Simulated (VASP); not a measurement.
Here is a VASP 6.6.1 calculation.

The input POSCAR:

```
SnTe
1.0
    0.0000000000      3.1508500000      3.1508500000
    3.1508500000      0.0000000000      3.1508500000
    3.1508500000      3.1508500000      0.0000000000
Te Sn
1 1
Direct
    0.5000000000      0.5000000000      0.5000000000
    0.0000000000      0.0000000000      0.0000000000
```

The input INCAR.step1:

```
PREC     = Accurate       # precision mode
ENCUT    = 600            # plane-wave cutoff, eV
EDIFF    = 1E-5           # SCF threshold, eV
ISMEAR   = -1             # smearing method
SIGMA    = 0.05           # smearing width, eV
LREAL    = False          # projectors in reciprocal space
LASPH    = True           # aspherical terms in the spheres
NELM     = 80             # most SCF steps
ALGO     = Normal         # electronic algorithm
LWAVE    = True           # write WAVECAR
LCHARG   = False          # write CHGCAR
GGA      = PE             # functional
```

INCAR.step2

```
PREC     = Accurate       # precision mode
ENCUT    = 600            # plane-wave cutoff, eV
EDIFF    = 1E-6           # SCF threshold, eV
ISMEAR   = -1             # smearing method
SIGMA    = 0.05           # smearing width, eV
LREAL    = False          # projectors in reciprocal space
LASPH    = True           # aspherical terms in the spheres
NELM     = 80             # most SCF steps
ALGO     = Normal         # electronic algorithm
ISIF     = 3              # what is computed and relaxed
LWAVE    = False          # write WAVECAR
LCHARG   = False          # write CHGCAR
GGA      = PS             # functional
LHFCALC  = True           # exact exchange
HFSCREEN = 0.2            # screening, 1/A
PRECFOCK = Fast         
IBRION   = 2              # ionic algorithm
NSW      = 40             # ionic steps
EDIFFG   = -0.02          # ionic threshold
ISTART   = 1
```

Contents of KPOINTS:

```
regular mesh
0
Gamma
  4 4 4
```

Potentials or basis: VASP PAW PBE potentials, release 64 (Te, Sn_d).

Command:

```console
$ cat potpaw_PBE.64/Te/POTCAR potpaw_PBE.64/Sn_d/POTCAR > POTCAR
$ cp INCAR.step1 INCAR
$ mpirun -np 1 vasp_std > vasp.out
$ cp INCAR.step2 INCAR
$ mpirun -np 1 vasp_std > vasp.out
```

(1) Predict the relaxed cell.

(2) Estimate the band gap on the k mesh.

Results:

(1) a = 4.413 Å, b = 4.413 Å, c = 4.413 Å, α = 60.00°, β = 60.00°, γ = 60.00°.

(2) 0.18 eV, direct.

Caveat: the k mesh is coarse (spacing up to 0.43 Å⁻¹), so the values aren't converged, least of all with exact exchange; spin-orbit coupling is left out, which moves the levels of the heavy elements.
